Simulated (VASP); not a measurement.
Wanted: the native input for a VASP 6.6.1 run.

```yaml
Task: single point
Functional: HSE06
Potentials_or_basis: VASP PAW PBE potentials, release 64 (Si)
Cutoff: 520 eV
k_mesh: 6 × 6 × 6
Occupations: gaussian, width 0.01 eV
Spin: no spin polarisation
Dipole_correction: no
Exchange_at_q_=_0: truncated
Grid_for_exact_exchange_PRECFOCK: Normal
Screening_parameter: 0.2079 1/A
Further_INCAR_settings: ALGO = Normal; EDIFF = 1e-06; NBANDS = 11
```

Si:

```
Si
1.0
     0.00000    2.64536    2.77832
     2.64536    0.00000    2.77832
     2.64536    2.64536    0.00000
Si
2
Direct
  0.00000 0.00000 0.00000
  0.25000 0.25000 0.25000
```

The cell isn't the ideal one: epitaxial_xy strain -2.8%.

The input as run:

POSCAR

```
Si
1.0
    0.0000000000      2.6453551433      2.7783212373
    2.6453551433      0.0000000000      2.7783212373
    2.6453551433      2.6453551433      0.0000000000
Si
2
Direct
    0.0000000000      0.0000000000      0.0000000000
    0.2500000000      0.2500000000      0.2500000000
```

INCAR.step1

```
SYSTEM = Si
PREC = Accurate ; ENCUT = 520
EDIFF = 1E-5 ; ISMEAR = 0
SIGMA = 0.01 ; LREAL = .False.
LASPH = .True. ; NELM = 100
ALGO = Normal ; ISIF = 2
LWAVE = .True. ; LCHARG = .False.
NBANDS = 11 ; GGA = PE
```

INCAR.step2

```
SYSTEM = Si
PREC = Accurate ; ENCUT = 520
EDIFF = 1E-6 ; ISMEAR = 0
SIGMA = 0.01 ; LREAL = .False.
LASPH = .True. ; NELM = 100
ALGO = Normal ; ISIF = 2
LWAVE = .False. ; LCHARG = .False.
GGA = PE ; LHFCALC = .True.
HFSCREEN = 0.2079 ; PRECFOCK = Normal
NBANDS = 11 ; ISTART = 1
```

KPOINTS

```
Automatic mesh
0
Gamma
  6 6 6
  0 0 0
```

Potentials or basis: VASP PAW PBE potentials, release 64 (Si).

Command:

```console
$ cat potpaw_PBE.64/Si/POTCAR > POTCAR
$ cp INCAR.step1 INCAR
$ mpirun -np 1 vasp_std > vasp.out
$ cp INCAR.step2 INCAR
$ mpirun -np 1 vasp_std > vasp.out
```

It gave:

The pressure is 3.2 GPa and the band gap on the k mesh is 0.97 eV, indirect (least direct gap 3.16 eV).

Caveat: the PAW data sets were made with another functional, which shifts forces and pressure a little.

It took 8.4 min on 1 thread of Intel(R) Xeon(R) 6975P-C (Granite Rapids), with other jobs on the host, peak memory 0.27 GiB.
